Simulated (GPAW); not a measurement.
The system is MgI2.

```xyz
3
Lattice="4.1400 0.0000 0.0000 -2.0700 3.5853 0.0000 0.0000 0.0000 6.8800" Properties=species:S:1:pos:R:3 pbc="T T T"
I     2.0700    1.1951    5.1600
I     0.0000    2.3902    1.7200
Mg    0.0000    0.0000    0.0000
```

Base run:

```yaml
Program: GPAW 26.7.0
Functional: GLLB-SC
Potentials_or_basis: the program's PAW data sets (release 1.2.1) made for this functional
Cutoff: 650 eV
Basis: pw
k_mesh: 6 × 6 × 3
Occupations: fermi-dirac, width 0.001 eV
Spin: no spin polarisation
```

Its results: band gap on the k mesh, kohn-sham part alone 4.08 eV, indirect (least direct gap 4.33 eV); electronic dielectric tensor (diagonal) 3.74, 3.74, 3.47.

The run is repeated on the same cell with these changes: functional from GLLB-SC to LDA. What comes out?

Band gap on the k mesh 3.32 eV, indirect (least direct gap 3.38 eV); electronic dielectric tensor (diagonal) 4.31, 4.31, 3.91.

Caveats: the long-wavelength limit can be off by a per cent or two; spin-orbit coupling is left out, which moves the levels of the heavy elements; an odd mesh through Γ misses points on the zone boundary, where band edges often lie; a model potential gives levels but no total energy (some runs); response on these states lacks terms of the Hamiltonian (some runs).

Not every run made on this cell is shown here.
